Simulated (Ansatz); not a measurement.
# C (bcc type): a single-point run

Aim: a sound single-point run of C (bcc type).

Method: Kohn-Sham DFT, with the functional, basis and potentials that each input names, in Ansatz 0.2.0.

1 further run of the same task is left out (it didn't finish). Runs told in other sessions of the task aren't counted.

## Step 1: The system as given

It takes space group Im-3m (No. 229, cubic). Conventional cell: a = 1.726 Å, b = 1.726 Å, c = 1.726 Å, α = 90.00°, β = 90.00°, γ = 90.00°. C (site symmetry m-3m) has 8 C at 1.49 Å in its first shell of neighbours.

Coordinates:

```
CELL_PARAMETERS angstrom
-0.86280 0.86280 0.86280
0.86280 -0.86280 0.86280
0.86280 0.86280 -0.86280
ATOMIC_POSITIONS crystal
C 0.00000 0.00000 0.00000
```

## Step 2: The run

Input file input.yaml:

```yaml
crystal:
  lattice:
    - [-0.8628038197, 0.8628038197, 0.8628038197]
    - [0.8628038197, -0.8628038197, 0.8628038197]
    - [0.8628038197, 0.8628038197, -0.8628038197]
  atoms:
    - { symbol: C, position: [0.0, 0.0, 0.0] }
kpoints:
  mp_grid: { grid: [22, 22, 22] }
  band_path:
    path:
      - [0.0, 0.0, 0.0]
      - [0.5, -0.5, 0.5]
      - [0.0, 0.0, 0.5]
      - [0.0, 0.0, 0.0]
      - [0.25, 0.25, 0.25]
      - [0.5, -0.5, 0.5]
      - [0.25, 0.25, 0.25]
      - [0.0, 0.0, 0.5]
    npoints: 8
scf:
  occupations: { method: fermi_dirac, width: 0.08 }
  max_iter: 60
hamiltonian:
  xc: pbe96
  pseudopotentials: { kind: all_electron, lapw: { basis_error: 0.001 } }
output:
  forces: true
  stress: true
  eigenvalues: true
  populations: true
```

Run with:

```bash
$ ansatz run input.yaml --threads 1 --pin off --max-ram 2048MiB --backend cpu --events-out ev --progress --plain --runs-dir out
```

What happens when this is run?

The program refused the input before any cycle. It says: «line 25 column 7: hamiltonian.xc: unknown variant `pbe96`, expected one of `lda`, `lda-pw`, `pw92`, `pbe`, `pbesol`, `rpbe`, `revpbe`, `blyp`, ...»

In the input, hamiltonian.xc is pbe96. No functional of that name is defined in this program.

The cure: set hamiltonian.xc to pbesol. Any name on the list would pass the check; a listed functional of a like name need not be the same functional.
